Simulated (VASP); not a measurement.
# KMgF3 (Pm-3m) in VASP: notebook

One crystal, KMgF3, is run at these levels: PBEsol, r2SCAN, TB-mBJ; tasks: band structure.

Program: VASP 6.6.1. These are calculated values, not measurements. Logs are shortened: lines on timing, memory, paths and dates and some standing lists are left out, and cuts for length are marked.

## 1. Starting point

The structure is cubic, space group Pm-3m (No. 221). The conventional cell has a = 3.986 Å, b = 3.986 Å, c = 3.986 Å, α = 90.00°, β = 90.00°, γ = 90.00°. Around K (site symmetry m-3m) lie 12 F at 2.82 Å. Mg (site symmetry m-3m) is surrounded by 6 F at 1.99 Å. Around F (site symmetry 4/mmm) lie 2 Mg at 1.99 Å.

## 2. Band structure, PBEsol

The input, INCAR:

```
SYSTEM = KMgF3
PREC     = Accurate       ! precision mode
ENCUT    = 520            ! plane-wave cutoff, eV
EDIFF    = 1E-7           ! SCF threshold, eV
ISMEAR   = 0              ! smearing method
SIGMA    = 0.02           ! smearing width, eV
LREAL    = .FALSE.        ! projectors in reciprocal space
LASPH    = .TRUE.         ! aspherical terms in the spheres
NELM     = 100            ! most SCF steps
ALGO     = Fast           ! electronic algorithm
ISIF     = 2              ! what is computed and relaxed
LWAVE    = .FALSE.        ! write WAVECAR
LCHARG   = .FALSE.        ! write CHGCAR
GGA      = PS             ! functional
KPAR     = 2
```

The input, KPOINTS:

```
Automatic mesh
0
G
  8 8 8
  0 0 0
```

The input, POSCAR:

```
KMgF3
1.0
    3.9859000000      0.0000000000      0.0000000000
    0.0000000000      3.9859000000      0.0000000000
    0.0000000000      0.0000000000      3.9859000000
K Mg F
1 1 3
Direct
    0.5000000000      0.5000000000      0.5000000000
    0.0000000000      0.0000000000      0.0000000000
    0.0000000000      0.0000000000      0.5000000000
    0.0000000000      0.5000000000      0.0000000000
    0.5000000000      0.0000000000      0.0000000000
```

The input, KPOINTS_OPT:

```
path GXMGRX,MR
15
line-mode
reciprocal
 0.0000000000  0.0000000000  0.0000000000  G
 0.0000000000  0.5000000000  0.0000000000  X

 0.0000000000  0.5000000000  0.0000000000  X
 0.5000000000  0.5000000000  0.0000000000  M

 0.5000000000  0.5000000000  0.0000000000  M
 0.0000000000  0.0000000000  0.0000000000  G

 0.0000000000  0.0000000000  0.0000000000  G
 0.5000000000  0.5000000000  0.5000000000  R

 0.5000000000  0.5000000000  0.5000000000  R
 0.0000000000  0.5000000000  0.0000000000  X

 0.5000000000  0.5000000000  0.0000000000  M
 0.5000000000  0.5000000000  0.5000000000  R
```

Potentials or basis: VASP PAW PBE potentials, release 64 (K_sv, Mg, F).

Command:

```
$ cat potpaw_PBE.64/K_sv/POTCAR potpaw_PBE.64/Mg/POTCAR potpaw_PBE.64/F/POTCAR > POTCAR
$ mpirun -np 2 vasp_std > vasp.out
```

OUTCAR:

```text
SYSTEM = KMgF3
   PREC = Accurate
   ENCUT = 520
   EDIFF = 1E-7
   ISMEAR = 0
   LREAL = .FALSE.
   LASPH = .TRUE.
   NELM = 100
   ISIF = 2
   GGA = PS

 ion  position               nearest neighbor table
   1  0.500  0.500  0.500-   3 2.82   4 2.82   5 2.82   4 2.82   5 2.82   3 2.82   5 2.82   5 2.82
                             3 2.82   4 2.82   4 2.82   3 2.82   2 3.45   2 3.45   2 3.45   2 3.45
   2  0.000  0.000  0.000-   3 1.99   4 1.99   5 1.99   3 1.99   4 1.99   5 1.99   1 3.45   1 3.45
                             1 3.45   1 3.45   1 3.45   1 3.45   1 3.45   1 3.45
   3  0.000  0.000  0.500-   2 1.99   2 1.99   1 2.82   1 2.82   1 2.82   1 2.82
   4  0.000  0.500  0.000-   2 1.99   2 1.99   1 2.82   1 2.82   1 2.82   1 2.82
   5  0.500  0.000  0.000-   2 1.99   2 1.99   1 2.82   1 2.82   1 2.82   1 2.82

  LATTYP: Found a simple cubic cell.
 ALAT       =     3.9859000000

  Lattice vectors:

 A1 = (   3.9859000000,   0.0000000000,   0.0000000000)
 A2 = (   0.0000000000,   3.9859000000,   0.0000000000)
 A3 = (   0.0000000000,   0.0000000000,   3.9859000000)

Analysis of symmetry for initial positions (statically):
=====================================================================
 Subroutine PRICEL returns:
 Original cell was already a primitive cell.

 Routine SETGRP: Setting up the symmetry group for a
 simple cubic supercell.

 Subroutine GETGRP returns: Found 48 space group operations
 (whereof 48 operations were pure point group operations)
 out of a pool of 48 trial point group operations.

The static configuration has the point symmetry O_h .

Analysis of symmetry for dynamics (positions and initial velocities):
=====================================================================
 Subroutine PRICEL returns:
 Original cell was already a primitive cell.

 Routine SETGRP: Setting up the symmetry group for a
 simple cubic supercell.

 Subroutine GETGRP returns: Found 48 space group operations
 (whereof 48 operations were pure point group operations)
 out of a pool of 48 trial point group operations.

The dynamic configuration has the point symmetry O_h .

 Subroutine INISYM returns: Found 48 space group operations
 (whereof 48 operations are pure point group operations),
 and found     1 'primitive' translations

----------------------------------------------------------------------------------------

                                     Primitive cell

  volume of cell :      63.3256

  direct lattice vectors                    reciprocal lattice vectors
     3.985900000  0.000000000  0.000000000     0.250884367  0.000000000  0.000000000
     0.000000000  3.985900000  0.000000000     0.000000000  0.250884367  0.000000000
     0.000000000  0.000000000  3.985900000     0.000000000  0.000000000  0.250884367

  length of vectors
     3.985900000  3.985900000  3.985900000     0.250884367  0.250884367  0.250884367

  position of ions in fractional coordinates (direct lattice)
     0.500000000  0.500000000  0.500000000
     0.000000000  0.000000000  0.000000000
     0.000000000  0.000000000  0.500000000
     0.000000000  0.500000000  0.000000000
     0.500000000  0.000000000  0.000000000

  ion indices of the primitive-cell ions
   primitive index   ion index
                 1           1
                 2           2
                 3           3
                 4           4
                 5           5

----------------------------------------------------------------------------------------

 KPOINTS: Automatic mesh

Automatic generation of k-mesh.
 Grid dimensions read from file:
 generate k-points for:    8    8    8

 Generating k-lattice:

  Cartesian coordinates                     Fractional coordinates (reciprocal lattice)
     0.031360546  0.000000000  0.000000000     0.125000000  0.000000000  0.000000000
     0.000000000  0.031360546  0.000000000     0.000000000  0.125000000  0.000000000
     0.000000000  0.000000000  0.031360546     0.000000000  0.000000000  0.125000000

  Length of vectors
     0.031360546  0.031360546  0.031360546

  Shift w.r.t. Gamma in fractional coordinates (k-lattice)
     0.000000000  0.000000000  0.000000000

 Subroutine IBZKPT returns following result:
 ===========================================

 Found     35 irreducible k-points:

 Following reciprocal coordinates:
            Coordinates               Weight
  0.000000  0.000000  0.000000      1.000000
  0.125000  0.000000  0.000000      6.000000
  0.250000  0.000000  0.000000      6.000000
  0.375000  0.000000  0.000000      6.000000
  0.500000  0.000000  0.000000      3.000000
  0.125000  0.125000  0.000000     12.000000
[... 16 lines left out ...]
  0.375000  0.375000  0.125000     24.000000
  0.500000  0.375000  0.125000     24.000000
 [... further k-points ...]
   k-points           NKPTS =     35   k-points in BZ     NKDIM =     35   number of bands    NBANDS=     20
   number of dos      NEDOS =    301   number of ions     NIONS =      5
   total plane-waves  NPLWV =  27000
   dimension x,y,z NGX =    30 NGY =   30 NGZ =   30
   dimension x,y,z NGXF=    60 NGYF=   60 NGZF=   60
   ions per type =               1   1   3
   NGX,Y,Z   is equivalent  to a cutoff of  12.51, 12.51, 12.51 a.u.
   NGXF,Y,Z  is equivalent  to a cutoff of  25.03, 25.03, 25.03 a.u.
 SYSTEM =  KMgF3
   PREC   = accura    normal or accurate (medium, high low for compatibility)
   ISTART =      0    job   : 0-new  1-cont  2-samecut
   ICHARG =      2    charge: 1-file 2-atom 10-const
   ISPIN  =      1    spin polarized calculation?
   LNONCOLLINEAR =      F non collinear calculations
   LSORBIT =      F    spin-orbit coupling
   LASPH  =      T    aspherical Exc in radial PAW
   ENCUT  =  520.0 eV  38.22 Ry    6.18 a.u.   7.41  7.41  7.41*2*pi/ulx,y,z
   NELM   =    100;   NELMIN=  2; NELMDL= -5     # of ELM steps
   EDIFF  = 0.1E-06   stopping-criterion for ELM
   LREAL  =      F    real-space projection
   EDIFFG = 0.1E-05   stopping-criterion for IOM
   NSW    =      0    number of steps for IOM
   IBRION =     -1    ionic relax: 0-MD 1-quasi-New 2-CG
   NFREE  =      0    steps in history (QN), initial steepest desc. (CG)
   ISIF   =      2    stress and relaxation
   ISYM   =      2    0-nonsym 1-usesym 2-fastsym
   POTIM  = 0.5000    time-step for ionic-motion
   TEBEG  =    0.0;   TEEND  =   0.0 temperature during run
   PSTRESS=    0.0 pullay stress
   NELECT =      32.0000    total number of electrons
   NUPDOWN=      -1.0000    fix difference up-down
   EMIN   =  10.00;   EMAX   =-10.00  energy-range for DOS
   EFERMI =   0.00;   METHOD = LEGACY
   ISMEAR =     0;   SIGMA  =   0.02  broadening in eV -4-tet -1-fermi 0-gaus
   EFERMI_NEDOS =   21; number of points for ismear=-14 and -15
   IALGO  =     68    algorithm
   IMIX   =      4    mixing-type and parameters
     AMIX     =   0.40;   BMIX     =  1.00
     AMIX_MAG =   1.60;   BMIX_MAG =  1.00
  volume/ion in A,a.u.               =      12.67        85.47
  Fermi-wavevector in a.u.,A,eV,Ry     =   1.303962  2.464132 23.134232  1.700318
  Thomas-Fermi vector in A             =   2.434930
   LORBIT       =      0    0 simple, 1 ext, 2 COOP (PROOUT), +10 PAW based schemes
   GGA     = PS    functional components
   LHFCALC =     F    Hartree Fock is set to
   AEXX    =    0.0000 exact exchange contribution
   IVDW    =     0    specifies the selected vdW correction
   LEPSILON=     F    determine dielectric tensor
   LRPA    =     F    only Hartree local field effects (RPA)
 non-spin polarized calculation
 RMM-DIIS sequential band-by-band and
 Gauss-broadening in eV      SIGMA  =   0.02
  energy-cutoff  :      520.00
  volume of cell :       63.33
 maximum number of plane-waves:      1743
 NGX is ok and might be reduce to    30
   NGX = 15   NGY = 15   NGZ = 15

 number of electron      31.9999958 magnetization

 Free energy of the ion-electron system (eV)
  ---------------------------------------------------
  ext. energy  EPLUGINS =         0.00000000
  ---------------------------------------------------
  free energy    TOTEN  =       -25.26299791 eV

  energy without entropy =      -25.26299791  energy(sigma->0) =      -25.26299791

 E-fermi :  -1.5565     XC(G=0):  -9.9447

 val. band max:       -1.7066014285   @ k =   0.5000   0.5000   0.5000
 cond. band min:       5.4161502035   @ k =   0.0000   0.0000   0.0000
 fundamental gap:      7.1227516320
 Fermi energy:        -1.5564999898

 k-point     1 :       0.0000    0.0000    0.0000
  band No.  band energies     occupation
      1     -27.1833      2.00000
      2     -21.7180      2.00000
      3     -21.0486      2.00000
      4     -21.0486      2.00000
      5     -10.7480      2.00000
      6     -10.7480      2.00000
[... 12 lines left out ...]
     19       8.2350      0.00000
     20      10.4295      0.00000

 k-point     2 :       0.1250    0.0000    0.0000
  band No.  band energies     occupation
      1     -27.1789      2.00000
      2     -21.7006      2.00000
      3     -21.0703      2.00000
      4     -21.0469      2.00000
      5     -10.7455      2.00000
      6     -10.7395      2.00000
[... 12 lines left out ...]
     19       8.4057      0.00000
     20      10.5127      0.00000

 k-point     3 :       0.2500    0.0000    0.0000
  band No.  band energies     occupation
      1     -27.1683      2.00000
      2     -21.6530      2.00000
      3     -21.1284      2.00000
      4     -21.0433      2.00000
      5     -10.7395      2.00000
      6     -10.7187      2.00000
[... 12 lines left out ...]
     19       8.8018      0.00000
     20      10.7282      0.00000

 k-point     4 :       0.3750    0.0000    0.0000
  band No.  band energies     occupation
      1     -27.1577      2.00000
      2     -21.5935      2.00000
      3     -21.1991      2.00000
      4     -21.0403      2.00000
      5     -10.7337      2.00000
      6     -10.6976      2.00000
[... 12 lines left out ...]
     19       9.1320      0.00000
     20      10.9432      0.00000

 k-point     5 :       0.5000    0.0000    0.0000
  band No.  band energies     occupation
      1     -27.1533      2.00000
      2     -21.5619      2.00000
      3     -21.2347      2.00000
      4     -21.0382      2.00000
      5     -10.7312      2.00000
      6     -10.6888      2.00000
[... 12 lines left out ...]
     19       9.3007      0.00000
     20      11.0345      0.00000
[... 353 lines left out ...]
      6     -10.7628      2.00000
[... 12 lines left out ...]
     19       9.7764      0.00000
     20      10.4738      0.00000

 k-point    22 :       0.5000    0.2500    0.1250
  band No.  band energies     occupation
      1     -27.1400      2.00000
      2     -21.4538      2.00000
      3     -21.2459      2.00000
      4     -21.1101      2.00000
      5     -10.7944      2.00000
      6     -10.7745      2.00000
[... 12 lines left out ...]
     19       9.9872      0.00000
     20      10.3372      0.00000

 k-point    23 :       0.3750    0.3750    0.1250
  band No.  band energies     occupation
      1     -27.1360      2.00000
      2     -21.4166      2.00000
      3     -21.2241      2.00000
      4     -21.1588      2.00000
      5     -10.8265      2.00000
      6     -10.7988      2.00000
[... 12 lines left out ...]
     19       9.9987      0.00000
     20      10.3974      0.00000

 k-point    24 :       0.5000    0.3750    0.1250
  band No.  band energies     occupation
      1     -27.1329      2.00000
      2     -21.3656      2.00000
      3     -21.2512      2.00000
      4     -21.1777      2.00000
      5     -10.8288      2.00000
      6     -10.8230      2.00000
[... 12 lines left out ...]
     19      10.0980      0.00000
     20      10.2796      0.00000

 [... further k-points ...]
[... 5 lines left out ...]
  --------------------------------------------------------------------------------------
  -------------------------------------------------------------------------------------
  Total       -0.0298347     -0.0298347     -0.0298347      0.0000000      0.0000000     -0.0000000
  in kB       -0.7548360     -0.7548360     -0.7548360      0.0000000      0.0000000     -0.0000000
  external PRESSURE =      -0.7548360 kB  Pullay stress =       0.0000000 kB

 VOLUME and BASIS-vectors are now :
 -----------------------------------------------------------------------------
  energy-cutoff  :      520.00
  volume of cell :       63.33
      direct lattice vectors                 reciprocal lattice vectors
     3.985900000  0.000000000  0.000000000     0.250884367  0.000000000  0.000000000
     0.000000000  3.985900000  0.000000000     0.000000000  0.250884367  0.000000000
     0.000000000  0.000000000  3.985900000     0.000000000  0.000000000  0.250884367

 POSITION                                       TOTAL-FORCE (eV/Angst)
 -----------------------------------------------------------------------------------
      1.99295      1.99295      1.99295         0.000000      0.000000      0.000000
      0.00000      0.00000      0.00000         0.000000      0.000000      0.000000
      0.00000      0.00000      1.99295         0.000000      0.000000      0.000000
      0.00000      1.99295      0.00000         0.000000      0.000000      0.000000
      1.99295      0.00000      0.00000         0.000000      0.000000      0.000000
 -----------------------------------------------------------------------------------
    total drift:                                0.000000     -0.000000      0.000000

  FREE ENERGIE OF THE ION-ELECTRON SYSTEM (eV)
  ---------------------------------------------------
  free  energy   TOTEN  =       -25.2629979108 eV

  energy  without entropy=      -25.2629979108  energy(sigma->0) =      -25.26299791
```

It took 54 s on 2 MPI ranks of Intel Xeon Platinum 8488C (Sapphire Rapids), shared host; peak memory 0.21 GiB.

Results:

* Free energy: -25.2630 eV
* Pressure: -0.1 GPa
* Band gap on the k mesh: 7.12 eV, indirect (least direct gap 7.45 eV)
* Band gap along the path: 7.12 eV, indirect (least direct gap 7.45 eV)

Levels at the corners of the path, in eV from the valence-band top:
```csv
point,band 12,band 13,band 14,band 15,band 16,band 17,band 18,band 19,band 20
Γ,-0.63,-0.63,-0.32,-0.32,-0.32,7.12,9.94,9.94,12.14
X,-0.89,-0.88,-0.88,-0.54,-0.54,9.96,10.29,11.01,12.74
X,-0.89,-0.88,-0.88,-0.54,-0.54,9.96,10.29,11.01,12.74
M,-1.06,-1.06,-0.91,-0.91,-0.02,10.81,11.58,12.44,12.47
M,-1.06,-1.06,-0.91,-0.91,-0.02,10.81,11.58,12.44,12.60
Γ,-0.63,-0.63,-0.32,-0.32,-0.32,7.12,9.94,9.94,12.14
Γ,-0.63,-0.63,-0.32,-0.32,-0.32,7.12,9.94,9.94,12.14
R,-1.13,-1.13,0.00,0.00,0.00,10.31,10.31,10.31,13.88
R,-1.13,-1.13,0.00,0.00,0.00,10.31,10.31,10.31,13.94
X,-0.89,-0.88,-0.88,-0.54,-0.54,9.96,10.29,11.01,12.75
M,-1.06,-1.06,-0.91,-0.91,-0.02,10.81,11.58,12.44,12.45
R,-1.13,-1.13,0.00,0.00,0.00,10.31,10.31,10.31,13.87
```

Caveat: the PAW data sets were made with another functional, which shifts forces and pressure a little. As with any semilocal functional, this PBEsol gap is likely too small.

## 3. Band structure, r2SCAN

Changes to INCAR since step 2:

```diff
@@ -9,3 +9,3 @@
 NELM     = 100            ! most SCF steps
-ALGO     = Fast           ! electronic algorithm
+ALGO     = Normal         ! electronic algorithm
 ISIF     = 2              ! what is computed and relaxed
@@ -13,3 +13,4 @@
 LCHARG   = .FALSE.        ! write CHGCAR
-GGA      = PS             ! functional
+METAGGA  = R2SCAN         ! meta-GGA
+LMIXTAU  = .TRUE.       
 KPAR     = 2
```

KPOINTS is that of step 2.

POSCAR is that of step 2.

KPOINTS_OPT is that of step 2.

Potentials or basis: VASP PAW PBE potentials, release 64 (K_sv, Mg, F).

Command:

```
$ cat potpaw_PBE.64/K_sv/POTCAR potpaw_PBE.64/Mg/POTCAR potpaw_PBE.64/F/POTCAR > POTCAR
$ mpirun -np 2 vasp_std > vasp.out
```

It took 2.4 min on 2 MPI ranks of Intel Xeon Platinum 8488C (Sapphire Rapids), shared host; peak memory 0.2 GiB.

The run converged. Its results:

```yaml
Free_energy: -37.4151 eV
Pressure: -0.9 GPa
Band_gap_on_the_k_mesh: 8.25 eV, indirect (least direct gap 8.57 eV)
Band_gap_along_the_path: 8.25 eV, indirect (least direct gap 8.57 eV)
```

Levels at the corners of the path, in eV from the valence-band top:
```tsv
point	band 13	band 14	band 15	band 16	band 17	band 18	band 19	band 20
Γ	-0.63	-0.32	-0.32	-0.32	8.25	10.84	10.84	13.17
X	-0.86	-0.86	-0.53	-0.53	11.01	11.47	11.90	13.77
X	-0.86	-0.86	-0.53	-0.53	11.01	11.47	11.90	13.77
M	-1.04	-0.89	-0.89	-0.02	11.88	12.55	13.66	13.75
M	-1.04	-0.89	-0.89	-0.02	11.88	12.55	13.66	13.78
Γ	-0.63	-0.32	-0.32	-0.32	8.25	10.84	10.84	13.17
Γ	-0.63	-0.32	-0.32	-0.32	8.25	10.84	10.84	13.17
R	-1.12	0.00	0.00	0.00	11.37	11.37	11.37	15.01
R	-1.12	0.00	0.00	0.00	11.37	11.37	11.37	15.01
X	-0.86	-0.86	-0.53	-0.53	11.01	11.47	11.90	13.77
M	-1.04	-0.89	-0.89	-0.02	11.88	12.55	13.66	13.67
R	-1.12	0.00	0.00	0.00	11.37	11.37	11.37	15.01
```

Caveat: the PAW data sets were made with another functional, which shifts forces and pressure a little.

(Part 1 of 2 ends here.)
